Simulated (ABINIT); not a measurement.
# W (Fm-3m) in ABINIT: a series of runs

Aim: see how the results for W move with the level of theory and the settings. Levels: LDA, PBEsol, r2SCAN. Tasks: equation of state.

Program: ABINIT 10.8.3 (patched build). These are calculated values, not measurements. Logs are shortened: lines on timing, memory, paths and dates and some standing lists are left out, and cuts for length are marked. The log counts tension as positive stress, the text compression.

### Step 1. The crystal as given

The structure is cubic, space group Fm-3m (No. 225). Conventional cell: a = 4.060 Å, b = 4.060 Å, c = 4.060 Å, α = 90.00°, β = 90.00°, γ = 90.00°. W (site symmetry m-3m) is surrounded by 12 W at 2.87 Å.

This isn't the form of W at room conditions, which is bcc.

### Step 2. Equation of state, LDA

Contents of run.abi:

```
# Datasets: one volume each
ndtset 7
getwfk -1
scalecart1 3*0.9795861087
scalecart2 3*0.9864848297
scalecart3 3*0.9932883884
scalecart4 3*1.0000000000
scalecart5 3*1.0066227096
scalecart6 3*1.0131594038
scalecart7 3*1.0196128224

# Pseudopotentials
pp_dirpath "./"
pseudos "W.LDA_PW-JTH.xml"

# Structure
acell 3*1.0
rprim
     0.0000000000     3.8361440330     3.8361440330
     3.8361440330     0.0000000000     3.8361440330
     3.8361440330     3.8361440330     0.0000000000
ntypat 1
znucl 74
natom 1
typat 1
xred
     0.0000000000     0.0000000000     0.0000000000

# Plane-wave basis
ecut 435.382180 eV
pawecutdg 32.0

# k points
kptopt 1
ngkpt 11 11 11
nshiftk 1
shiftk 0.0 0.0 0.0

# Exchange and correlation
ixc 7

# Bands and occupations
nband 11
occopt 3
tsmear 0.05 eV

# SCF cycle
nstep 100
tolvrs 1.0e-9

# Output
iomode 3
prtwf 1
prtden 0
prteig 0
prtebands 0
```

Potentials or basis: JTH PAW LDA v2.0.

On the command line:

```console
$ abinit run.abi > log 2>&1
```

run.abo:

```text
.Version 10.8.3 of ABINIT
 DATASET    1 : space group Fm -3 m (#225); Bravais cF (face-center cubic)
================================================================================
 Values of the parameters that define the memory need for DATASET  1.
     intxc =       0    ionmov =       0      iscf =      17    lmnmax =      18
     lnmax =       6     mgfft =      20  mpssoang =       3    mqgrid =    3001
     natom =       1  nloc_mem =       2    nspden =       1   nspinor =       1
    nsppol =       1      nsym =      48    n1xccc =       1    ntypat =       1
    occopt =       3   xclevel =       1
       mpw =         335          nfft =        8000          nkpt =          56
 PAW method is used; the additional fine FFT grid is defined by:
   mgfftf=        30    nfftf =     27000
================================================================================
================================================================================
[... 71 lines left out ...]
 DATASET    7 : space group Fm -3 m (#225); Bravais cF (face-center cubic)
================================================================================
 Values of the parameters that define the memory need for DATASET  7.
     intxc =       0    ionmov =       0      iscf =      17    lmnmax =      18
     lnmax =       6     mgfft =      20  mpssoang =       3    mqgrid =    3001
     natom =       1  nloc_mem =       2    nspden =       1   nspinor =       1
    nsppol =       1      nsym =      48    n1xccc =       1    ntypat =       1
    occopt =       3   xclevel =       1
       mpw =         375          nfft =        8000          nkpt =          56
 PAW method is used; the additional fine FFT grid is defined by:
   mgfftf=        30    nfftf =     27000
================================================================================
================================================================================

--------------------------------------------------------------------------------
------------- Echo of variables that govern the present computation ------------
--------------------------------------------------------------------------------
 -outvars: echo values of preprocessed input variables --------
            acell      1.0000000000E+00  1.0000000000E+00  1.0000000000E+00 Bohr
              amu      1.83850000E+02
             ecut      1.60000000E+01 Hartree
           getwfk          -1
                       outvar_i_n : Printing only first  50 k-points.
              ixc           7
           jdtset        1    2    3    4    5    6    7
                       outvar_i_n : Printing only first  50 k-points.
         kptrlatt       11    0    0      0   11    0      0    0   11
          kptrlen1     5.84581686E+01
          kptrlen2     5.88698594E+01
          kptrlen3     5.92758713E+01
          kptrlen4     5.96763961E+01
[... 102 lines left out ...]
- pspini: atom type   1  psp file is ./W.LDA_PW-JTH.xml
 Pseudopotential format is: paw10
 basis_size (lnmax)=  6 (lmn_size= 18), orbitals=   0   0   1   1   2   2
 Spheres core radius: rc_sph= 2.41188978
 Shapefunction is BESSEL type: shapef(r,l)=aa(1,l)*jl(q(1,l)*r)+aa(2,l)*jl(q(2,l)*r)
 Radius for shape functions =  2.10354610
 Compensation charge density is not taken into account in XC energy/potential

   6.47990102E+02                                ecore*ucvol(ha*bohr**3)
--------------------------------------------------------------------------------

================================================================================

--- !BeginCycle
iteration_state: {dtset: 1, }
solver: {iscf: 17, nstep: 100, nline: 4, wfoptalg: 10, }
tolerances: {tolvrs: 1.00E-09, }
...
[... 166 lines left out ...]
 getcut: wavevector=  0.0000  0.0000  0.0000  ngfft=  30  30  30
         ecut(hartree)=     32.000   => boxcut(ratio)=   2.20375

 getcut : COMMENT -
  Note that boxcut > 2.2 ; recall that boxcut=Gcut(box)/Gcut(sphere) = 2
  is sufficient for exact treatment of convolution.
  Such a large boxcut is a waste : you could raise ecut
  e.g. ecut=   38.852205 Hartrees makes boxcut=2

--------------------------------------------------------------------------------

-inwffil : will read wavefunctions from disk file runo_DS1_WFK.nc

================================================================================
[... 995 lines left out ...]
-Cartesian components of stress tensor (GPa)         [Pressure= -3.0980E+01 GPa]
- sigma(1 1)=  3.09796687E+01  sigma(3 2)=  0.00000000E+00
- sigma(2 2)=  3.09796687E+01  sigma(3 1)=  0.00000000E+00
- sigma(3 3)=  3.09796687E+01  sigma(2 1)=  0.00000000E+00

== END DATASET(S) ==============================================================
================================================================================

 -outvars: echo values of variables after computation  --------
            acell      1.0000000000E+00  1.0000000000E+00  1.0000000000E+00 Bohr
           etotal1    -6.9319643552E+01
           etotal2    -6.9319384902E+01
           etotal3    -6.9318669667E+01
           etotal4    -6.9317521693E+01
           etotal5    -6.9315989161E+01
           etotal6    -6.9314124012E+01
           etotal7    -6.9311953924E+01
            fcart1    -0.0000000000E+00 -0.0000000000E+00 -0.0000000000E+00
            fcart2    -0.0000000000E+00 -0.0000000000E+00 -0.0000000000E+00
            fcart3    -0.0000000000E+00 -0.0000000000E+00 -0.0000000000E+00
            fcart4    -0.0000000000E+00 -0.0000000000E+00 -0.0000000000E+00
            fcart5    -0.0000000000E+00 -0.0000000000E+00 -0.0000000000E+00
            fcart6    -0.0000000000E+00 -0.0000000000E+00 -0.0000000000E+00
            fcart7    -0.0000000000E+00 -0.0000000000E+00 -0.0000000000E+00
            rprim1     0.0000000000E+00  3.7578334057E+00  3.7578334057E+00
                       3.7578334057E+00  0.0000000000E+00  3.7578334057E+00
                       3.7578334057E+00  3.7578334057E+00  0.0000000000E+00
[... 17 lines left out ...]
                       3.9113816446E+00  3.9113816446E+00  0.0000000000E+00
           strten1     3.2042287105E-05  3.2042287105E-05  3.2042287105E-05
                       0.0000000000E+00  0.0000000000E+00  0.0000000000E+00
           strten2     2.5358541927E-04  2.5358541927E-04  2.5358541927E-04
                       0.0000000000E+00  0.0000000000E+00  0.0000000000E+00
           strten3     4.5119217394E-04  4.5119217394E-04  4.5119217394E-04
                       0.0000000000E+00  0.0000000000E+00  0.0000000000E+00
           strten4     6.2853101199E-04  6.2853101199E-04  6.2853101199E-04
                       0.0000000000E+00  0.0000000000E+00  0.0000000000E+00
           strten5     7.8703007942E-04  7.8703007942E-04  7.8703007942E-04
                       0.0000000000E+00  0.0000000000E+00  0.0000000000E+00
           strten6     9.2770304172E-04  9.2770304172E-04  9.2770304172E-04
                       0.0000000000E+00  0.0000000000E+00  0.0000000000E+00
           strten7     1.0529775381E-03  1.0529775381E-03  1.0529775381E-03
                       0.0000000000E+00  0.0000000000E+00  0.0000000000E+00
 Calculation completed.
```

Wall time 22 s (1 thread of Arm Neoverse V2, shared host); peak memory 0.11 GiB.

What came out:

```yaml
Equilibrium_volume: "15.73 Å³/atom (rough: see the caveat)"
Bulk_modulus: 322 GPa (rough)
```

Energy against volume, from the lowest point:
```csv
volume (Å³/atom),energy (meV/atom)
15.727,0.00
16.062,7.04
16.396,26.50
16.731,57.74
17.065,99.44
17.400,150.19
17.735,209.25
```

Caveat: pressures at fixed basis lie under the slope of the energies; the minimum lies outside the volumes run. The run has no spin-orbit coupling, so splittings on W are missing.

### Step 3. Equation of state, PBEsol

Edit run.abi of step 2 so:

```diff
@@ -13,3 +13,3 @@
 pp_dirpath "./"
-pseudos "W.LDA_PW-JTH.xml"
+pseudos "W.GGA_PBE-JTH.xml"
 
@@ -31,2 +31,3 @@
 pawecutdg 32.0
+pawxcdev 0
 
@@ -39,3 +40,3 @@
 # Exchange and correlation
-ixc 7
+ixc -116133
```

Potentials or basis: JTH PAW PBE v2.0.

On the command line:

```console
$ abinit run.abi > log 2>&1
```

It took 35 s on 1 thread of Arm Neoverse V2, shared host; peak memory 0.12 GiB.

It converged, with:

```
Equilibrium volume                      : 16.04 Å³/atom
Bulk modulus                            : 313 GPa
Pressure derivative of the bulk modulus : 4.4 (rough: it moves with the points fitted)
```

Energy against volume, from the lowest point:
```tsv
volume (Å³/atom)	energy (meV/atom)
15.727	5.77
16.062	0.00
16.396	7.30
16.731	26.98
17.065	57.64
17.400	97.74
17.735	146.50
```

Caveat: pressures at fixed basis lie under the slope of the energies; the PAW data sets were made with another functional, which shifts forces and pressure a little.

### Step 4. Equation of state, r2SCAN

Edit run.abi of step 3 so:

```diff
@@ -29,5 +29,4 @@
 # Plane-wave basis
-ecut 435.382180 eV
-pawecutdg 32.0
-pawxcdev 0
+ecut 517.016339 eV
+pawecutdg 38.0
 
@@ -40,3 +39,5 @@
 # Exchange and correlation
-ixc -116133
+ixc -497498
+usekden 1
+pawxcdev 0
 
@@ -49,3 +50,3 @@
 nstep 100
-tolvrs 1.0e-9
+tolvrs 1.0e-7
```

Potentials or basis: JTH PAW PBE v2.0.

On the command line:

```console
$ abinit run.abi > log 2>&1
```

run.abo:

```text
.Version 10.8.3 of ABINIT
 DATASET    1 : space group Fm -3 m (#225); Bravais cF (face-center cubic)
================================================================================
 Values of the parameters that define the memory need for DATASET  1.
     intxc =       0    ionmov =       0      iscf =      17    lmnmax =      18
     lnmax =       6     mgfft =      24  mpssoang =       3    mqgrid =    3001
     natom =       1  nloc_mem =       2    nspden =       1   nspinor =       1
    nsppol =       1      nsym =      48    n1xccc =       1    ntypat =       1
    occopt =       3   xclevel =       2
       mpw =         432          nfft =       13824          nkpt =          56
 PAW method is used; the additional fine FFT grid is defined by:
   mgfftf=        30    nfftf =     27000
================================================================================
================================================================================
[... 71 lines left out ...]
 DATASET    7 : space group Fm -3 m (#225); Bravais cF (face-center cubic)
================================================================================
 Values of the parameters that define the memory need for DATASET  7.
     intxc =       0    ionmov =       0      iscf =      17    lmnmax =      18
     lnmax =       6     mgfft =      24  mpssoang =       3    mqgrid =    3001
     natom =       1  nloc_mem =       2    nspden =       1   nspinor =       1
    nsppol =       1      nsym =      48    n1xccc =       1    ntypat =       1
    occopt =       3   xclevel =       2
       mpw =         495          nfft =       13824          nkpt =          56
 PAW method is used; the additional fine FFT grid is defined by:
[... 1383 lines left out ...]

 -outvars: echo values of variables after computation  --------
            acell      1.0000000000E+00  1.0000000000E+00  1.0000000000E+00 Bohr
           etotal1    -2.6210693855E+01
           etotal2    -2.6211248414E+01
           etotal3    -2.6211283677E+01
           etotal4    -2.6210842376E+01
           etotal5    -2.6210029644E+01
           etotal6    -2.6208808773E+01
           etotal7    -2.6207279370E+01
            fcart1    -0.0000000000E+00 -0.0000000000E+00 -0.0000000000E+00
            fcart2    -0.0000000000E+00 -0.0000000000E+00 -0.0000000000E+00
            fcart3    -0.0000000000E+00 -0.0000000000E+00 -0.0000000000E+00
            fcart4    -0.0000000000E+00 -0.0000000000E+00 -0.0000000000E+00
            fcart5    -0.0000000000E+00 -0.0000000000E+00 -0.0000000000E+00
            fcart6    -0.0000000000E+00 -0.0000000000E+00 -0.0000000000E+00
            fcart7    -0.0000000000E+00 -0.0000000000E+00 -0.0000000000E+00
            rprim1     0.0000000000E+00  3.7578334057E+00  3.7578334057E+00
                       3.7578334057E+00  0.0000000000E+00  3.7578334057E+00
                       3.7578334057E+00  3.7578334057E+00  0.0000000000E+00
[... 17 lines left out ...]
                       3.9113816446E+00  3.9113816446E+00  0.0000000000E+00
           strten1    -3.5024447632E-04 -3.5024447632E-04 -3.5024447632E-04
                       0.0000000000E+00  0.0000000000E+00  0.0000000000E+00
           strten2    -1.0863510109E-04 -1.0863510109E-04 -1.0863510109E-04
                       0.0000000000E+00  0.0000000000E+00  0.0000000000E+00
           strten3     1.0953969192E-04  1.0953969192E-04  1.0953969192E-04
                       0.0000000000E+00  0.0000000000E+00  0.0000000000E+00
           strten4     2.9959788796E-04  2.9959788796E-04  2.9959788796E-04
                       0.0000000000E+00  0.0000000000E+00  0.0000000000E+00
           strten5     4.6989677011E-04  4.6989677011E-04  4.6989677011E-04
                       0.0000000000E+00  0.0000000000E+00  0.0000000000E+00
           strten6     6.2499920573E-04  6.2499920573E-04  6.2499920573E-04
                       0.0000000000E+00  0.0000000000E+00  0.0000000000E+00
           strten7     7.6256304930E-04  7.6256304930E-04  7.6256304930E-04
                       0.0000000000E+00  0.0000000000E+00  0.0000000000E+00
 Calculation completed.
```

It took 2.2 min on 1 thread of Arm Neoverse V2, shared host; peak memory 0.14 GiB.

What came out:

```
Equilibrium volume                      : 16.25 Å³/atom
Bulk modulus                            : 306 GPa
Pressure derivative of the bulk modulus : 4.5
```

Energy against volume, from the lowest point:
```csv
volume (Å³/atom),energy (meV/atom)
15.727,16.05
16.062,0.96
16.396,0.00
16.731,12.01
17.065,34.12
17.400,67.35
17.735,108.96
```

Caveat: pressures at fixed basis lie under the slope of the energies; the PAW data sets were made with another functional, which shifts forces and pressure a little.

### Step 5. The runs side by side

| level | potentials or basis | cutoff (eV) | fine-grid cutoff | V0 of scaled cells (Å³/atom) | B0 (GPa) |
| --- | --- | --- | --- | --- | --- |
| LDA | JTH PAW LDA v2.0 | 435 | 870.764 eV | - | - |
| PBEsol | JTH PAW PBE v2.0 | 435 | 870.764 eV | 16.04 | 313 |
| r2SCAN | JTH PAW PBE v2.0 | 517 | 1034.03 eV | 16.25 | 306 |

Alike in all rows: task equation of state; no spin polarisation; cell as given; k mesh 11 × 11 × 11; smearing fermi-dirac 0.05 eV.

Caveats: pressures at fixed basis lie under the slope of the energies; the PAW data sets were made with another functional, which shifts forces and pressure a little (some runs); the minimum lies outside the volumes run (some runs).

Total energies depend on the potentials used, so only differences within one code and one set of settings carry meaning.
